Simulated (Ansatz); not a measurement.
**From the elastic tensor of ZnO at 7 GPa (stress–strain coefficients) to moduli and sound speeds**

Computed with Ansatz 0.2.0, DFT LDA, scalar-relativistic, plane waves, PAW. Settings: 420 eV plane-wave cutoff, Γ-centred 12×12×6 mesh, fixed occupations. No spin polarisation.

Symmetry: P6_3mc, No. 186, hexagonal system. The conventional cell has a = 3.145 Å, b = 3.145 Å, c = 5.086 Å, α = 90.00°, β = 90.00°, γ = 120.00°. Zn (site symmetry 3m) has 4 O at 1.92 Å as nearest neighbours. Around O (site symmetry 3m) lie 4 Zn at 1.92 Å.

At this pressure the crystal is close to a known change of phase. The bands were filled as in an insulator; under compression the gap may have closed between mesh points.

Relaxed-ion constants (GPa, on the Cartesian axes of the calculation):
C11 = 242.2, C12 = 172.9, C13 = 158.9, C22 = 242.2, C23 = 158.9, C33 = 259.8, C44 = 32.6, C55 = 32.6, C66 = 34.6 GPa; the others vanish.

Density 6.205 g/cm³; 4 atoms in 43.56 Å³.

The values that follow are for a polycrystal of randomly turned grains, by Hill's mean where one number stands.

```json
{
  "Bulk modulus, Voigt / Reuss / Hill": "191.7 / 191.7 / 191.7 GPa",
  "Shear modulus, Voigt / Reuss / Hill": "36.9 / 35.9 / 36.4 GPa",
  "Young's modulus": "103 GPa",
  "Poisson ratio": "0.411",
  "Pugh ratio B/G": "5.27",
  "Universal anisotropy index": "0.13",
  "Longitudinal and transverse sound speeds": "6222 and 2422 m/s",
  "Debye temperature from the mean sound speed": "369 K"
}
```

Cost: 1 run of about 3 core-minutes, on AMD EPYC 9R45 (Zen 5) (shared hosts).

Compressed wurtzite ZnO resists a change of volume far more than a change of shape: the bulk modulus is 191.7 GPa, the shear modulus only 36.4 GPa. Shear in the open tetrahedral network is accommodated largely by bending bond angles and by internal displacements of the two sublattices, and the strongly ionic Zn–O bond offers little angular stiffness. Compression strengthens the short-range repulsion but tends to soften these shear modes, which fits the well-known tendency of wurtzite ZnO to transform to the denser rocksalt structure.

The softness is shared almost evenly between C44 and C66, and compressibility is nearly equal along and across the polar axis, so the polycrystalline averages are tightly bounded. The high Pugh ratio probably reflects this weak angular resistance rather than metal-like bonding, and is poor evidence of ductility. The tensor satisfies the elastic stability conditions for a hexagonal crystal, so the lattice withstands small homogeneous strains; this doesn't establish that wurtzite is the phase of lowest enthalpy, or that it is stable against phonons of finite wavelength.
